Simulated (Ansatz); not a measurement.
Trial structure of SiC, not yet relaxed:

```cif
data_structure
_symmetry_space_group_name_H-M 'P 1'
_symmetry_Int_Tables_number 1
_cell_length_a 2.7730
_cell_length_b 2.7730
_cell_length_c 4.2057
_cell_angle_alpha 93.453
_cell_angle_beta 93.453
_cell_angle_gamma 60.253
_cell_volume 28.01
loop_
_atom_site_label
_atom_site_type_symbol
_atom_site_fract_x
_atom_site_fract_y
_atom_site_fract_z
_atom_site_occupancy
Si1 Si 0.83382 0.83382 0.50009 1
C1 C 0.16618 0.16618 0.49990 1
```

Method: DFT PBE, scalar-relativistic, plane waves, PAW in Ansatz. Plane waves to 420 eV, a k mesh through Γ of 8×8×4 on the computed 2-atom cell and Gaussian smearing (0.10 eV); no spin polarisation.

Formation energies are uncorrected and refer to the elements' standard structures at the same level.

Q: How far from equilibrium is it?

A: The pressure is 66.8 GPa (the mean over three directions, positive in compression), the largest force is 0.58 eV/Å, and the energy is +1.18 eV/atom against the elements. The shortest distance is 1.59 Å.

Q: Is it a good guess?

A: A rough one: relaxing gains about 0.89 eV/atom in 22 ionic steps and ends at +0.289 eV/atom on the finer mesh. The symmetry goes from Cm (No. 8) to R3m (No. 160). The volume per atom grows by 7.9 %, from 14.0 to 15.1 Å³. The shortest distance goes from 1.59 Å (Si–C) to 1.79 Å (Si–C). Conventional cell: a = 3.098 Å, c = 10.911 Å. Around Si lie 3 C at 1.79 Å; around C lie 3 Si at 1.79 Å.

The last run used a 12×12×12 mesh for its 2-atom cell and Gaussian smearing of 0.02 eV. No dispersion correction is applied, so the spacing and binding between layers, chains or molecules are poorly described. The reference form of C is held partly by dispersion forces, which this level lacks. The relaxation can't lower the symmetry of the start, and the grade says only how near the guess is to its own end. A structure relaxed within its symmetry needn't be a true minimum. Another cell of SiC relaxed alike, in F-43m, lies 0.49 eV/atom lower, so this cell isn't the stable form at this level.
